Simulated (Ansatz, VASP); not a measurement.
# One calculation of Li, two programs

The input INCAR:

```
PREC = Accurate
ENCUT = 520
EDIFF = 1E-7
ISMEAR = 1
SIGMA = 0.1
LREAL = False
LASPH = True
NELM = 100
ALGO = Normal
ISIF = 2
LWAVE = False
LCHARG = True
GGA = PS
IVDW = 12
LELF = True
LVHAR = True
NBANDS = 12
```

KPOINTS

```
regular mesh
0
Gamma
  5 5 7
```

POSCAR

```
Li
1.0
    4.9195300000     -0.0140600000      0.0522700000
   -2.4719400000      4.3388300000     -0.0110300000
    0.0305100000      0.0101800000      2.8498100000
Li
3
Direct
    0.9962181528      0.9929633431      0.9878413384
    0.6600100000      0.3333333333      0.4808300000
    0.3280000000      0.6520300000      0.4962800000
```

Input for Ansatz:

```yaml
crystal:
  lattice:
    - [4.91953, -0.01406, 0.05227]
    - [-2.47194, 4.33883, -0.01103]
    - [0.03051, 0.01018, 2.84981]
  atoms:
    - { symbol: Li, position: [0.9962181528199553, 0.992963343114063, 0.9878413384143676] }
    - { symbol: Li, position: [0.66001, 0.3333333333333333, 0.48083] }
    - { symbol: Li, position: [0.328, 0.65203, 0.49628] }
basis:
  ecutwfc: 540.0
  xc_grid: 2
kpoints:
  mp_grid:
    grid: [5, 5, 7]
hamiltonian:
  xc: pbesol
  dispersion: d3bj
scf:
  convergence:
    dr2_threshold: 1.0e-09
  occupations:
    method: cold
  initial_density:
    normalization: cell
output:
  forces: true
  stress: true
```

This isn't the form of Li at room conditions, which is bcc.

Alike in both runs: task single point; functional PBEsol; dispersion D3(BJ); k mesh 5 × 5 × 7; no spin polarisation.

```csv
,VASP,Ansatz
version,VASP 6.6.1,Ansatz 0.2.0
potentials or method,"VASP PAW PBE potentials, release 64 (Li_sv)","plane waves, PAW"
plane-wave cutoff (eV),520,540
occupations,"methfessel-paxton of order 1, width 0.1 eV",cold
valence electrons in the cell,9,9
```

Ansatz gave:

| Property | Result |
| --- | --- |
| rms of the force components (eV/Å) | 0.041 |
| dispersion energy (meV/atom) | -149.1 |

What did VASP give for the same quantities?

rms of the force components (eV/Å): 0.042; dispersion energy (meV/atom): -149.1.

Atom by atom the forces differ by 0.000 eV/Å (rms over components). Ansatz warned: «stress_scf_threshold_loose».

Caveats: the PAW data sets were made with another functional, which shifts forces and pressure a little (VASP).
